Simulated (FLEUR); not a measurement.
## NaCl under changes of volume

One of the cells (21.478 Å³/atom); the others are scaled copies at fixed shape and fractional positions:

```xyz
2
Lattice="3.5022 0.0000 0.0000 0.0000 3.5022 0.0000 0.0000 0.0000 3.5022" Properties=species:S:1:pos:R:3 pbc="T T T"
Cl    1.7511    1.7511    1.7511
Na    0.0000    0.0000    0.0000
```

Measurements of this composition are mostly on another form, of space group No. 225.

- Program: FLEUR MaX-R8.1 (later development tree)
- Functional: PBEsol
- Potentials or basis: all-electron
- Basis: FLAPW
- Kmax: 4.1 1/bohr
- k mesh: 8 × 8 × 8
- Occupations: fermi-dirac, width 0.05 eV
- Spin: no spin polarisation

```csv
volume (Å³/atom),energy over the lowest point (meV/atom),gap on the mesh (eV)
20.189,0.30,4.04
20.619,0.00,3.97
21.048,1.25,3.90
21.478,?,?
21.907,7.71,3.78
22.337,12.64,3.72
22.766,18.52,3.67
```

Problem. What does the run at 21.478 Å³/atom give?

Solution. Energy over the lowest point 3.87 meV/atom; gap on the mesh 3.84 eV.

Worked out: A Birch-Murnaghan fit of order 3 (a polynomial in V^(-2/3)) to the other rows has its minimum at 20.48 Å³/atom with B0 = V·E''(V) = 29 GPa and B' = 4.7. It gives 3.87 meV/atom at 21.478 Å³/atom, against the run's 3.87. A straight line through the other rows of the gap, of slope -3.09 eV per unit of ln V, gives 3.84 eV, against the run's 3.84.

Energies are extrapolated to zero smearing.

A mesh can miss the band edges.
